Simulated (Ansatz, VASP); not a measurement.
# Cs: VASP beside Ansatz

```
Cs
1.0
     0.18498    3.94834    3.94834
     4.13332    0.00000    4.13332
     3.94834    3.94834    0.18498
Cs
1
Cartesian
  0.0000 0.0000 0.0000
```

Change from the starting cell: strain +0.0937 x Voigt [0, 0, 0, 0, 1, 0], atoms carried along.

Alike in both runs: task single point; functional LDA; k mesh 10 × 10 × 10; occupations gaussian, width 0.15 eV; no spin polarisation.

```csv
,VASP,Ansatz
version,VASP 6.6.1,Ansatz 0.2.0
potentials or method,"VASP PAW LDA potentials, release 64 (Cs_sv)","scalar-relativistic, plane waves, PAW"
plane-wave cutoff (eV),520,420
valence electrons in the cell,9,9
```

|  | VASP | Ansatz | Ansatz less VASP |
| --- | --- | --- | --- |
| gap on the k mesh at the Fermi level (eV) | none | none | - |
| pressure (GPa) | -0.4 | -0.4 | +0.01 |
| largest component of the traceless stress (GPa) | 0.08 | 0.08 | 0.000 |

A gap of «none» marks a metal or a gap that the smearing closes.

The runs have no spin-orbit coupling, so splittings on Cs are missing.
